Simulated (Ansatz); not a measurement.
# Rhodium, omega (AlB2-type) under r²SCAN: ground state and equation of state, part 1 of 2

Aim: take rhodium in the omega (AlB2-type) structure, relax it, solve it on a dense k-mesh, then scale the cell to 7 volumes from 88 to 112 % of the relaxed one and try a fit of the equation of state. Spin polarisation is left out. The k-meshes are 9×9×12 for the relaxation; 11×11×16 for the dense run; 10×10×13 for the volumes.

Program: Ansatz 0.2.0. Level of theory: DFT r2SCAN, plane waves (500 eV) with PAW, scalar-relativistic; PBE-made PAW files. These are calculated values, not measurements.

## (1) The structure to begin with

Symmetry: P6/mmm, No. 191, hexagonal system. The conventional cell has a = 4.267 Å, b = 4.267 Å, c = 2.616 Å, α = 90.00°, β = 90.00°, γ = 120.00°. Rh (site symmetry 6/mmm) is surrounded by 14 Rh at 2.62 to 2.79 Å. Rh (site symmetry -6m2) has 11 Rh at 2.46 to 2.79 Å as nearest neighbours.

Structure file:

```xyz
3
Lattice="4.2674 0.0000 0.0000 -2.1337 3.6957 0.0000 0.0000 0.0000 2.6159" Properties=species:S:1:pos:R:3 pbc="T T T"
Rh    0.0000    0.0000    0.0000
Rh    0.0000    2.4638    1.3080
Rh    2.1337    1.2319    1.3080
```

## (2) Relaxing cell and atoms

Contents of input.yaml:

```yaml
crystal:
  lattice:
    - [4.2673781655, 0.0, 0.0]
    - [-2.1336890828, 3.6956578989, 0.0]
    - [0.0, 0.0, 2.6159028155]
  atoms:
    - { symbol: Rh, position: [0.0, 0.0, 0.0] }
    - { symbol: Rh, position: [0.3333333333, 0.6666666667, 0.5] }
    - { symbol: Rh, position: [0.6666666667, 0.3333333333, 0.5] }
hamiltonian:
  xc: r2scan
  pseudopotentials:
    kind: paw
    azcp:
      Rh: "pseudopotentials/Rh.paw.azcp"
basis:
  ecutwfc: 500
  fft_grid_basis: typed
kpoints:
  mp_grid: { grid: [9, 9, 12], shift: [0, 0, 0] }
magnetization:
  spin_polarized: false
scf:
  occupations: { method: fermi_dirac, width: 0.1 }
relax:
  max_steps: 60
  f_tol: 0.01
  cell: {}
```

On the command line:

```console
> ansatz run input.yaml --threads 1 --pin off --max-ram 3584MiB --backend cpu --events-out ev --progress --plain --runs-dir out
```

Standard output (excerpt; [...] marks lines left out):

```text
[...]
Pseudopotentials: kind: paw
Pseudopotential: Rh, paw, valence charge 17, recommended cutoff 500 eV (meta_gga), <dir>
Functional definition: r2SCAN
[...]
Crystal: 3 atoms, lattice volume = 41.255 Å³
Basis set: ecut = 500 eV, 1071 PW (Γ), exchange–correlation on 128×128×80 points (64 copies of the dense FFT grid, shifted against one another)
Bands: 31, of which v1, the nominal top of the filled ones, is band 26 counted from 1 (25 counted from 0)
Symmetry: 24 space group operations
Space group: P6/mmm (ITA 191), of the structure as read, at distance tolerance 3.5e-5 Å
k-points: 84 of 972
[...]
SCF iter   1: F=—  HF=-19245.135293 eV  |F-HF|=—  |Δ(HF+E_count)|=         —  Δρ=1.32e-2  dr2=2.00e-2  dr2_τ=2.54e-2  ethr=1.77e-3  ⟨swp⟩=5.4  Hψ=9709  notcnv=0
[...]
relax step   1: F+E_penalty+E_count = -19245.16969253 eV  Δ(F+E_penalty+E_count) = +0.000e0 eV  max|allowed force component| = 2.139e-17 eV/Å  Δτ_max = 0.0000 Å  P = +7.240 GPa  Ω = 41.255 Å³  (8 SCF iters, dr2 threshold 1.00e-7 eV, accepted)
[...]
relax step   4: F+E_penalty+E_count = -19245.19323387 eV  Δ(F+E_penalty+E_count) = -5.733e-5 eV  max|allowed force component| = 2.043e-17 eV/Å  Δτ_max = 0.0000 Å  P = +0.013 GPa  Ω = 42.337 Å³  energy of the carried Pulay correction = -2.976e-4 eV  (7 SCF iters, dr2 threshold 2.57e-7 eV, accepted)
[...]
relax step   5: F+E_penalty+E_count = -19245.19356239 eV  Δ(F+E_penalty+E_count) = -3.285e-4 eV  max|allowed force component| = 2.197e-17 eV/Å  Δτ_max = 0.0000 Å  P = +0.022 GPa  Ω = 42.337 Å³  stress off target by 2.71e-2 GPa  SCF on the basis re-selected at this cell (its energy is not [...]
SCF converged after 8 iterations
Free energy (F): -19245.193562 eV
[...]
E sigma→0 (E₀):  -19245.103883 eV
Entropy (-TS):   -0.179359 eV (-59.786 meV/atom)
Fermi energy:    21.507196 eV
[...]
--- Forces (eV/Å), atoms counted from 1 ---
  atom   1  Rh    -0.00000000     0.00000000     0.00000000
  atom   2  Rh     0.00000000    -0.00000000     0.00000000
  atom   3  Rh    -0.00000000     0.00000000     0.00000000
[...]
--- Stress (GPa, compression-positive) ---
        0.027130      -0.000000       0.000000
       -0.000000       0.027130       0.000000
        0.000000       0.000000       0.011802
  P = ⅓ Tr σ = 0.0220 GPa (0.220 kbar)
--- Relaxed structure (4 steps of the walk, 4 accepted, 1 SCFs on fresh bases) ---
  F+E_penalty+E_count = -19245.19356239 eV   max|allowed force component| = 2.197e-17 eV/Å   (the final SCF, on the basis selected at the relaxed cell)
  cell:  # Å, volume = 42.3369 Å³
    - [4.302914198029795, 2.9107899402340403e-11, 0.0]
    - [-2.151457099040105, 3.7264330057839925, 0.0]
    - [0.0, 0.0, 2.640358420959378]
  atoms:
    - { symbol: Rh, position: [-5.557899364566508e-35, -7.229478815485624e-35, 0.0] }
    - { symbol: Rh, position: [0.33333333333333337, 0.6666666666666669, 0.5] }
    - { symbol: Rh, position: [0.6666666666666666, 0.33333333333333337, 0.5] }
```

It took 79 s on 1 thread of Intel Xeon Platinum 8259CL at 2.50GHz (Skylake/Cascade Lake), shared host; peak memory 0.67 GiB.

Relaxation path:

```
step  energy change (meV/atom)  largest force (eV/Å)  pressure (GPa)  volume (Å³/atom)
   1                      0.00                0.0000            7.24            13.752
   2                     -2.88                0.0000           -5.15            14.410
   3                     -7.83                0.0000           -0.29            14.129
   4                     -7.85                0.0000            0.01            14.112
   5                     -7.96                0.0000            0.02            14.112
```

Steps that repeat a cell are solved on a basis chosen anew, so their changes of energy are no gain of the relaxation.

The cell of the run, before and after:

|  | before | after | change |
| --- | --- | --- | --- |
| a (Å) | 4.267 | 4.303 | +0.8 % |
| b (Å) | 4.267 | 4.303 | +0.8 % |
| c (Å) | 2.616 | 2.640 | +0.9 % |
| volume (Å³/atom) | 13.752 | 14.112 | +2.6 % |
| shortest distance (Å) | 2.464 | 2.484 | +0.8 % |
| space group (spins left aside) | P6/mmm | P6/mmm | same |

## (3) The energy on a finer k-mesh

Contents of input.yaml:

```yaml
crystal:
  lattice:
    - [4.302914198, 0.0, 0.0]
    - [-2.151457099, 3.7264330058, 0.0]
    - [0.0, 0.0, 2.640358421]
  atoms:
    - { symbol: Rh, position: [1.0, 1.0, 0.0] }
    - { symbol: Rh, position: [0.3333333333, 0.6666666667, 0.5] }
    - { symbol: Rh, position: [0.6666666667, 0.3333333333, 0.5] }
hamiltonian:
  xc: r2scan
  pseudopotentials:
    kind: paw
    azcp:
      Rh: "pseudopotentials/Rh.paw.azcp"
basis:
  ecutwfc: 500
  fft_grid_basis: typed
kpoints:
  mp_grid: { grid: [11, 11, 16], shift: [0, 0, 0] }
magnetization:
  spin_polarized: false
scf:
  occupations: { method: fermi_dirac, width: 0.1 }
```

On the command line:

```console
> ansatz run input.yaml --threads 1 --pin off --max-ram 3584MiB --backend cpu --events-out ev --progress --plain --runs-dir out
```

Standard output (excerpt; [...] marks lines left out):

```text
[...]
[... 3 set-up lines as earlier in the session ...]
[...]
Crystal: 3 atoms, lattice volume = 42.337 Å³
Basis set: ecut = 500 eV, 1095 PW (Γ), exchange–correlation on 128×128×80 points (64 copies of the dense FFT grid, shifted against one another)
Bands: 31, of which v1, the nominal top of the filled ones, is band 26 counted from 1 (25 counted from 0)
[... 2 set-up lines as earlier in the session ...]
k-points: 144 of 1936
[...]
SCF iter   1: F=—  HF=-19245.167413 eV  |F-HF|=—  |Δ(HF+E_count)|=         —  Δρ=1.26e-2  dr2=1.99e-2  dr2_τ=2.31e-2  ethr=1.77e-3  ⟨swp⟩=5.5  Hψ=16482  notcnv=0
[...]
SCF iter   8: F=-19245.199429 eV  HF=-19245.199429 eV  |F-HF|=1.86e-8  |Δ(HF+E_count)|=   6.21e-7  Δρ=1.24e-5  dr2=2.72e-8  dr2_τ=9.24e-9  ethr=1.96e-10  ⟨swp⟩=3.0  Hψ=11092  notcnv=0
[...]
SCF converged after 8 iterations
Free energy (F): -19245.199429 eV
[...]
E sigma→0 (E₀):  -19245.111610 eV
Entropy (-TS):   -0.175640 eV (-58.547 meV/atom)
Fermi energy:    21.509614 eV
[...]
```

It took 30 s on 1 thread of Intel Xeon Platinum 8259CL at 2.50GHz (Skylake/Cascade Lake), shared host; peak memory 0.68 GiB.

## (4) Equation of state: 88 %

input.yaml, as its differences from that of step 3:

```diff
@@ -2,5 +2,5 @@
   lattice:
-    - [4.302914198, 0.0, 0.0]
-    - [-2.151457099, 3.7264330058, 0.0]
-    - [0.0, 0.0, 2.640358421]
+    - [4.1234137063, 0.0, 0.0]
+    - [-2.0617068532, 3.57098102, 0.0]
+    - [0.0, 0.0, 2.5302131536]
   atoms:
@@ -19,3 +19,3 @@
 kpoints:
-  mp_grid: { grid: [11, 11, 16], shift: [0, 0, 0] }
+  mp_grid: { grid: [10, 10, 13], shift: [0, 0, 0] }
 magnetization:
@@ -24 +24,4 @@
   occupations: { method: fermi_dirac, width: 0.1 }
+  lower_state_search: "off"
+output:
+  stress: true
```

On the command line:

```console
> ansatz run input.yaml --threads 1 --pin off --max-ram 3584MiB --backend cpu --events-out ev --progress --plain --runs-dir out
```

Standard output (excerpt; [...] marks lines left out):

```text
[...]
[... 3 set-up lines as earlier in the session ...]
[...]
Crystal: 3 atoms, lattice volume = 37.256 Å³
Basis set: ecut = 500 eV, 939 PW (Γ), exchange–correlation on 128×128×80 points (64 copies of the dense FFT grid, shifted against one another)
Bands: 31, of which v1, the nominal top of the filled ones, is band 26 counted from 1 (25 counted from 0)
[... 1 set-up line as earlier in the session ...]
Space group: P6/mmm (ITA 191), of the structure as read, at distance tolerance 3.3e-5 Å
k-points: 98 of 1300
[...]
SCF iter   1: F=-19244.552327 eV  HF=-19244.506919 eV  |F-HF|=4.54e-2  |Δ(HF+E_count)|=         —  Δρ=1.42e-2  dr2=1.79e-2  dr2_τ=4.33e-2  ethr=1.77e-3  ⟨swp⟩=5.4  Hψ=11830  notcnv=0
[...]
SCF iter   9: F=-19244.556940 eV  HF=-19244.556940 eV  |F-HF|=2.26e-10  |Δ(HF+E_count)|=   1.33e-7  Δρ=1.53e-5  dr2=6.73e-8  dr2_τ=2.73e-9  ethr=1.96e-10  ⟨swp⟩=2.9  Hψ=11561  notcnv=0
[...]
SCF converged after 9 iterations
Free energy (F): -19244.556940 eV
[...]
E sigma→0 (E₀):  -19244.485272 eV
Entropy (-TS):   -0.143337 eV (-47.779 meV/atom)
Fermi energy:    25.334713 eV
[...]
--- Stress (GPa, compression-positive) ---
       47.926064      -0.000000       0.000000
       -0.000000      47.926064       0.000000
        0.000000       0.000000      42.888020
  P = ⅓ Tr σ = 46.2467 GPa (462.467 kbar)
```

It took 22 s on 1 thread of Intel Xeon Platinum 8259CL at 2.50GHz (Skylake/Cascade Lake), shared host; peak memory 0.66 GiB.

## (5) Equation of state: 92 %

input.yaml, as its differences from that of step 4:

```diff
@@ -2,5 +2,5 @@
   lattice:
-    - [4.1234137063, 0.0, 0.0]
-    - [-2.0617068532, 3.57098102, 0.0]
-    - [0.0, 0.0, 2.5302131536]
+    - [4.1849662692, 0.0, 0.0]
+    - [-2.0924831346, 3.6242871031, 0.0]
+    - [0.0, 0.0, 2.5679830974]
   atoms:
@@ -27 +27,5 @@
   stress: true
+  write_density: true
+  write_potential: true
+  elf: true
+  volumetric_format: npy
```

On the command line:

```console
> ansatz run input.yaml --threads 1 --pin off --max-ram 3584MiB --backend cpu --events-out ev --progress --plain --runs-dir out
```

Standard output (excerpt; [...] marks lines left out):

```text
[...]
[... 3 set-up lines as earlier in the session ...]
[...]
Crystal: 3 atoms, lattice volume = 38.950 Å³
Basis set: ecut = 500 eV, 963 PW (Γ), exchange–correlation on 128×128×80 points (64 copies of the dense FFT grid, shifted against one another)
Bands: 31, of which v1, the nominal top of the filled ones, is band 26 counted from 1 (25 counted from 0)
[... 1 set-up line as earlier in the session ...]
Space group: P6/mmm (ITA 191), of the structure as read, at distance tolerance 3.4e-5 Å
k-points: 98 of 1300
[...]
SCF iter   1: F=-19244.934089 eV  HF=-19244.897346 eV  |F-HF|=3.67e-2  |Δ(HF+E_count)|=         —  Δρ=1.36e-2  dr2=1.85e-2  dr2_τ=3.38e-2  ethr=1.77e-3  ⟨swp⟩=5.5  Hψ=11770  notcnv=0
[...]
SCF iter   9: F=-19244.939568 eV  HF=-19244.939568 eV  |F-HF|=2.49e-9  |Δ(HF+E_count)|=   8.77e-8  Δρ=7.27e-6  dr2=1.44e-8  dr2_τ=7.59e-10  ethr=1.96e-10  ⟨swp⟩=7.9  Hψ=18705  notcnv=0
[...]
SCF converged after 9 iterations
Free energy (F): -19244.939568 eV
[...]
E sigma→0 (E₀):  -19244.862641 eV
Entropy (-TS):   -0.153855 eV (-51.285 meV/atom)
Fermi energy:    23.948239 eV
[...]
--- Stress (GPa, compression-positive) ---
       28.040209       0.000000       0.000000
        0.000000      28.040209       0.000000
        0.000000       0.000000      24.734211
  P = ⅓ Tr σ = 26.9382 GPa (269.382 kbar)
--- Band table (eV; the first three rows and the last of 98) ---
[...]
```

It took 25 s on 1 thread of Intel Xeon Platinum 8259CL at 2.50GHz (Skylake/Cascade Lake), shared host; peak memory 0.66 GiB.

Density in a lattice plane of the grid's cell (edges 4.18 and 4.18 Å, at 0.500 of the third edge), which holds Rh.

Ten even steps from '0' (0.28 e/Å³) to '9' (14.06 e/Å³):
```
000000000000000000000000
000000000000000000000000
000000001222100000000000
000000123443210000000000
000001357765310000000000
000013589975210000000000
000124799863100000000000
000135788642000000000000
000124554310000001111000
000122322100000122322100
000011110000001345542100
000000000000024688753100
000000000000136899742100
000000000001257998531000
000000000001356775310000
000000000001234432100000
000000000000122210000000
000000000000000000000000
000000000000000000000000
000000000000000000000000
```
Columns run along the first of these edges and rows up along the second, over one cell in 24 and 20 even steps from the bottom left corner. Atoms in the plane (fractional): Rh at (0.33, 0.67), Rh at (0.67, 0.33).

ELF in the same plane.

Ten even steps from ' ' (0.19) to '@' (0.77):
```
..    ........      ........      ........    ..
    ......      ..::----::..        ......      
......        ::==******++--..      ......      
......    ..==**%%%%%%%%##==..      ............
....    ..==##@@@@@@@@@@##==..    ..............
..    ..==##@@@@@@@@@@@@**--..    ....        ..
..  ..--**%%@@@@@@@@@@##++::                    
....::==##%%@@@@@@@@%%++--......      ..        
....::++##%%@@@@%%##++--::......::--====--::....
....::==++######**==::......::==**######++==::..
......::--====--::......::--++##%%@@@@%%##++::..
..        ..      ......--++%%@@@@@@@@%%##==::..
..                    ::++##@@@@@@@@@@%%**--..  
....        ....    ..--**@@@@@@@@@@@@##==..    
................    ..==##@@@@@@@@@@##==..    ..
..............      ..==##%%%%%%%%**==..    ....
..      ......      ..--++******==::        ....
        ......        ..::----::..      ......  
....    ........      ........      ........    
....    ..................................    ..
```
Columns run along the first of these edges and rows up along the second, over one cell in 24 and 20 even steps from the bottom left corner. Atoms in the plane (fractional): Rh at (0.33, 0.67), Rh at (0.67, 0.33).

Both are smooth fields of the valence electrons: close to the nuclei they are not physical.

(Continued in part 2 of 2.)
